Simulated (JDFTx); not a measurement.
**BN under changes of volume**

One of the cells (5.969 Å³/atom); the others are scaled copies at fixed shape and fractional positions:

```
N B
1.0
     2.55394    0.00000    0.00000
    -1.27697    2.21178    0.00000
     0.00000    0.00000    4.22685
N B
2 2
Cartesian
  0.0000 1.4745 0.5295
  1.2770 0.7373 2.6430
  0.0000 1.4745 2.1123
  1.2770 0.7373 4.2257
```

Measurements of this composition are mostly on another form, of space group No. 194.

```yaml
Program: JDFTx 1.7.0 (patched build)
Functional: PBE
Potentials_or_basis: PseudoDojo-SR-PBE-0.5-standard
Cutoff: 1143 eV
Density_cutoff: 9143 eV
k_mesh: 12 × 12 × 6
Occupations: fermi-dirac, width 0.05 eV
Spin: no spin polarisation
```

```tsv
volume (Å³/atom)	energy over the lowest point (meV/atom)	pressure (GPa)	gap on the mesh (eV)	largest force (eV/Å)
5.611	26.38	25.2	5.18	0.035
5.730	11.12	15.9	5.21	0.017
5.850	2.53	7.3	5.24	0.001
5.969	0.00	-0.4	5.27	0.015
6.088	2.99	-7.5	5.30	0.030
6.208	?	?	?	?
6.327	23.58	-19.8	5.34	0.057
```

**Question.** What does the run at 6.208 Å³/atom give?

**Answer.** Energy over the lowest point 10.99 meV/atom; pressure -13.9 GPa; gap on the mesh 5.32 eV; largest force 0.044 eV/Å.

Worked out: A Birch-Murnaghan fit of order 3 (a polynomial in V^(-2/3)) to the other rows has its minimum at 5.96 Å³/atom with B0 = V·E''(V) = 372 GPa and B' = 3.8 at fixed shape and positions, which overstates the stiffness. It gives 11.05 meV/atom at 6.208 Å³/atom, against the run's 10.99, and -dE/dV = -13.9 GPa, against -13.9. A straight line through the other rows of the gap, of slope 1.36 eV per unit of ln V, gives 5.32 eV, against the run's 5.32.

Energies are extrapolated to zero smearing.

A mesh can miss the band edges.
